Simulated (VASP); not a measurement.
# Relaxed cell of GaN: a test of cutoff and mesh, part 2 of 2

Aim: test the relaxed volume of GaN against cutoff and mesh. The starting structure is a measured crystal structure from the Crystallography Open Database. The first relaxation on each setting starts from this cell expanded by 3 % in volume.

VASP 6.6.1.

Results so far: reference 11.36 Å³ an atom; a cutoff of 400 eV 11.15 Å³ an atom; a 4×4×3 mesh 11.35 Å³ an atom.

### 5. Relaxation with a cutoff of 680 eV

Level of this step: PBEsol; plane waves and PAW (Ga_d, N) (VASP).

Against step 2 the input has ENCUT = 680. This run starts from the cell of an earlier relaxation, which isn't shown; the restart sets up the plane waves anew.

INCAR

```
SYSTEM = GaN
PREC = Accurate
ENCUT = 680
EDIFF = 1E-06
NELM = 100
ISMEAR = 0
SIGMA = 0.03
LREAL = .FALSE.
ALGO = Normal
GGA = PS
NBANDS = 24
LORBIT = 11
LWAVE = .FALSE.
LCHARG = .FALSE.
KPAR = 8
IBRION = 2
NSW = 50
ISIF = 3
EDIFFG = -0.006
```

POSCAR

```
GaN
1.0
    3.1803274757      0.0000000000      0.0000000000
   -1.5901637379      2.7542443863      0.0000000000
    0.0000000000      0.0000000000      5.1809037931
Ga N
2 2
Direct
    0.3333333333      0.6666666667      0.0916630052
    0.6666666667      0.3333333333      0.5916630052
    0.3333333333      0.6666666667      0.4683369948
    0.6666666667      0.3333333333      0.9683369948
```

KPOINTS

```
Automatic mesh
0
Gamma
9 9 4
0 0 0
```

The projector-augmented-wave data sets are Ga_d and N (PBE family, release 64).

Run with:

```console
mpirun -np 8 vasp_std
```

The log of the run:

```text
[... set-up lines as in an earlier step ...]
 entering main loop
       N       E                     dE             d eps       ncg     rms          rms(c)
DAV:   1     0.293306222224E+03    0.29331E+03   -0.21283E+04  1896   0.327E+03
DAV:   2     0.727463530077E+01   -0.28603E+03   -0.27481E+03  1832   0.569E+02
DAV:   3    -0.287647885805E+02   -0.36039E+02   -0.35698E+02  2144   0.159E+02
DAV:   4    -0.299095482355E+02   -0.11448E+01   -0.11430E+01  2168   0.324E+01
[...]
DAV:  11    -0.262820115801E+02    0.10665E-03   -0.85361E-04  2680   0.518E-01    0.205E-02
DAV:  12    -0.262820202111E+02   -0.86311E-05   -0.10424E-04  1832   0.791E-02    0.190E-02
DAV:  13    -0.262820194019E+02    0.80927E-06   -0.57896E-06  2232   0.508E-02
   1 F= -.26282019E+02 E0= -.26282019E+02  d E =-.262820E+02
[...]
N       E                     dE             d eps       ncg     rms          rms(c)
DAV:   1    -0.262825712914E+02   -0.55108E-03   -0.84087E-03  2080   0.201E+00    0.149E-01
[...]
DAV:   6    -0.262819884226E+02    0.26262E-05   -0.23096E-06  1064   0.182E-02    0.413E-04
DAV:   7    -0.262819884670E+02   -0.44338E-07   -0.45772E-07  1032   0.654E-03
   2 F= -.26281988E+02 E0= -.26281988E+02  d E =0.309349E-04
 trial-energy change:    0.000031  1 .order    0.000017   -0.000060    0.000094
 step:   0.2798(harm=  0.3917)  dis= 0.00002  next Energy=   -26.282028 (dE=-0.812E-05)
[...]
N       E                     dE             d eps       ncg     rms          rms(c)
DAV:   1    -0.262823248231E+02   -0.33640E-03   -0.43934E-03  2064   0.146E+00    0.107E-01
DAV:   2    -0.262820958407E+02    0.22898E-03   -0.57136E-04  2336   0.587E-01    0.512E-02
DAV:   3    -0.262820283024E+02    0.67538E-04   -0.12300E-04  2640   0.252E-01    0.106E-02
DAV:   4    -0.262820262981E+02    0.20043E-05   -0.21105E-05  1768   0.400E-02    0.866E-03
DAV:   5    -0.262820237345E+02    0.25636E-05   -0.12590E-06  1032   0.115E-02    0.478E-03
DAV:   6    -0.262820223449E+02    0.13896E-05   -0.15706E-06  1008   0.136E-02    0.333E-04
DAV:   7    -0.262820223637E+02   -0.18747E-07   -0.30176E-07   912   0.590E-03
   3 F= -.26282022E+02 E0= -.26282022E+02  d E =-.296179E-05
[...]
reached required accuracy - stopping structural energy minimisation
```

Wall time 12 s (8 MPI ranks of Intel Xeon 6975P-C (Granite Rapids), shared host); peak memory 1.9 GiB; 77 s of CPU time.

Parts of OUTCAR (step 5):

```text
  Total       -0.0007409     -0.0007409      0.0110488      0.0000000     -0.0000000      0.0000000
  in kB       -0.0261671     -0.0261671      0.3902303      0.0000000     -0.0000000      0.0000000
  external PRESSURE =       0.1126320 kB  Pullay stress =       0.0000000 kB

 POSITION                                       TOTAL-FORCE (eV/Angst)
 -----------------------------------------------------------------------------------
     -0.00000      1.83588      0.47487        -0.000000      0.000000      0.001965
      1.58992      0.91794      3.06507         0.000000      0.000000      0.001965
     -0.00000      1.83588      2.42614         0.000000     -0.000000     -0.001965
      1.58992      0.91794      5.01633         0.000000     -0.000000     -0.001965
 -----------------------------------------------------------------------------------
    total drift:                               -0.000000     -0.000000      0.000788

  FREE ENERGIE OF THE ION-ELECTRON SYSTEM (eV)
  ---------------------------------------------------
  free  energy   TOTEN  =       -26.2820223637 eV

  energy  without entropy=      -26.2820223637  energy(sigma->0) =      -26.28202236

[... 2 parts as in an earlier step ...]

[... 2 further parts left out ...]
[key lines of the parts left out:]
E-fermi :   5.4552
```

With a cutoff of 680 eV the cell ends at 11.341 Å³ an atom, -0.13 % from the reference; the bulk modulus is 184.2 GPa against 188.3 GPa.

### 6. Relaxation with a 12×12×6 mesh

Against step 2 the input has a 12×12×6 mesh. This run starts from the cell of an earlier relaxation, which isn't shown; the restart sets up the plane waves anew.

INCAR: that of step 5 with these lines changed.

```diff
@@ -2,3 +2,3 @@
 PREC = Accurate
-ENCUT = 680
+ENCUT = 520
 EDIFF = 1E-06
```

POSCAR

```
GaN
1.0
    3.1808739078      0.0000000000      0.0000000000
   -1.5904369539      2.7547176104      0.0000000000
    0.0000000000      0.0000000000      5.1815686476
Ga N
2 2
Direct
    0.3333333333      0.6666666667      0.0916521210
    0.6666666667      0.3333333333      0.5916521210
    0.3333333333      0.6666666667      0.4683478790
    0.6666666667      0.3333333333      0.9683478790
```

KPOINTS

```
Automatic mesh
0
Gamma
12 12 6
0 0 0
```

Run with:

```console
mpirun -np 8 vasp_std
```

The log of the run:

```text
[... set-up lines as in an earlier step ...]
 entering main loop
       N       E                     dE             d eps       ncg     rms          rms(c)
DAV:   1     0.272284930688E+03    0.27228E+03   -0.18085E+04  3912   0.281E+03
DAV:   2     0.358553363882E+01   -0.26870E+03   -0.25745E+03  4032   0.519E+02
DAV:   3    -0.288864598264E+02   -0.32472E+02   -0.32178E+02  4392   0.144E+02
DAV:   4    -0.299015168794E+02   -0.10151E+01   -0.10132E+01  4600   0.284E+01
[...]
DAV:  14    -0.262724196834E+02   -0.25045E-05   -0.32371E-05  5152   0.726E-02    0.302E-02
DAV:  15    -0.262724175609E+02    0.21225E-05   -0.70887E-06  4504   0.241E-02    0.206E-02
DAV:  16    -0.262724174852E+02    0.75685E-07   -0.29721E-07  2080   0.412E-03
   1 F= -.26272417E+02 E0= -.26272417E+02  d E =-.262724E+02
[...]
N       E                     dE             d eps       ncg     rms          rms(c)
DAV:   1    -0.262725187423E+02   -0.10118E-03   -0.16801E-03  4744   0.801E-01    0.663E-02
DAV:   2    -0.262724429552E+02    0.75787E-04   -0.24044E-04  4856   0.313E-01    0.310E-02
DAV:   3    -0.262724199046E+02    0.23051E-04   -0.42013E-05  5768   0.139E-01    0.712E-03
DAV:   4    -0.262724180667E+02    0.18380E-05   -0.12606E-05  4248   0.314E-02    0.320E-03
DAV:   5    -0.262724179426E+02    0.12406E-06   -0.85434E-07  2016   0.941E-03
   2 F= -.26272418E+02 E0= -.26272418E+02  d E =-.457348E-06
 trial-energy change:   -0.000000  1 .order   -0.000001   -0.000014    0.000013
 step:   0.5210(harm=  0.5210)  dis= 0.00006  next Energy=   -26.272421 (dE=-0.366E-05)
[...]
N       E                     dE             d eps       ncg     rms          rms(c)
DAV:   1    -0.262724418568E+02   -0.23790E-04   -0.39493E-04  4944   0.382E-01    0.297E-02
DAV:   2    -0.262724252479E+02    0.16609E-04   -0.52586E-05  4816   0.157E-01    0.143E-02
DAV:   3    -0.262724202441E+02    0.50037E-05   -0.94134E-06  5480   0.674E-02    0.325E-03
DAV:   4    -0.262724199895E+02    0.25466E-06   -0.26323E-06  3000   0.144E-02
   3 F= -.26272420E+02 E0= -.26272420E+02  d E =-.250422E-05
[...]
reached required accuracy - stopping structural energy minimisation
```

Wall time 8.4 s (8 MPI ranks); peak memory 1.8 GiB.

OUTCAR, selected parts (step 6):

```text
  Total        0.0102050      0.0102050      0.0181106      0.0000000      0.0000000      0.0000000
  in kB        0.3600092      0.3600092      0.6389008      0.0000000      0.0000000      0.0000000
  external PRESSURE =       0.4529731 kB  Pullay stress =       0.0000000 kB

 POSITION                                       TOTAL-FORCE (eV/Angst)
 -----------------------------------------------------------------------------------
     -0.00000      1.83657      0.47506         0.000000     -0.000000      0.002825
      1.59051      0.91828      3.06634        -0.000000     -0.000000      0.002825
     -0.00000      1.83657      2.42718         0.000000      0.000000     -0.002825
      1.59051      0.91828      5.01847        -0.000000      0.000000     -0.002825
 -----------------------------------------------------------------------------------
    total drift:                               -0.000001     -0.000002      0.002010

  FREE ENERGIE OF THE ION-ELECTRON SYSTEM (eV)
  ---------------------------------------------------
  free  energy   TOTEN  =       -26.2724199895 eV

  energy  without entropy=      -26.2724199895  energy(sigma->0) =      -26.27241999

[... 1 part as in an earlier step ...]

[... 3 further parts left out ...]
[key lines of the parts left out:]
E-fermi :   5.4002
```

With a 12×12×6 mesh the cell ends at 11.354 Å³ an atom, -0.01 % from the reference; the bulk modulus is 188.9 GPa against 188.3 GPa.

### 7. All runs side by side

```
               run  volume (Å³/atom)  change (%)  bulk modulus (GPa)  pressure left (GPa)  core minutes
         reference            11.356           -               188.3                -0.07          3.23
a cutoff of 400 eV            11.148       -1.83               196.6                 0.01          2.51
      a 4×4×3 mesh            11.353       -0.02               189.4                  0.0          0.96
a cutoff of 680 eV            11.341       -0.13               184.2                 0.01          5.39
    a 12×12×6 mesh            11.354       -0.01               188.9                 0.05          4.72
```

Core minutes are wall time times ranks, summed over the relaxations behind a row (those for a bulk modulus apart), on shared hosts.

### 8. What came out

```json
{
  "volume of the reference": "11.36 Å³/atom",
  "volume against the reference, a cutoff of 400 eV": "-1.83 %",
  "volume against the reference, a 4×4×3 mesh": "-0.02 %",
  "volume against the reference, a cutoff of 680 eV": "-0.13 %",
  "volume against the reference, a 12×12×6 mesh": "-0.01 %"
}
```

What this shows: The volume moves most with a cutoff of 400 eV: -1.83 % against the reference (520 eV, 9×9×4 mesh). On finer settings it changes by -0.13 % with a cutoff of 680 eV and -0.01 % with a 12×12×6 mesh. The relaxations stop with up to 0.07 GPa left, which at the bulk modulus found here is 0.04 % of the volume, and more along a soft axis. That understates it: a restart alone still moved the volume by up to 0.6 %. A cell that shrinks at the lower cutoff is the usual mark of Pulay stress, the error that a plane-wave basis makes when it is kept while the volume changes. The bulk modulus is more sensitive: it changes by +4.4 % with a cutoff of 400 eV. Further runs on this material are not shown.

[Lines on the potential files, build, host, timing and source positions are cut from VASP's logs without a mark.]

[Logs are printed without paths, hosts, clocks, repeated set-up lines and the standing remarks that a program may print on its own settings, such as how far it seeks lower states.]

[Hosts, paths, dates, database ids (printed as entryN), source tags and the programs' standing remarks are cut or masked in the printed files.]
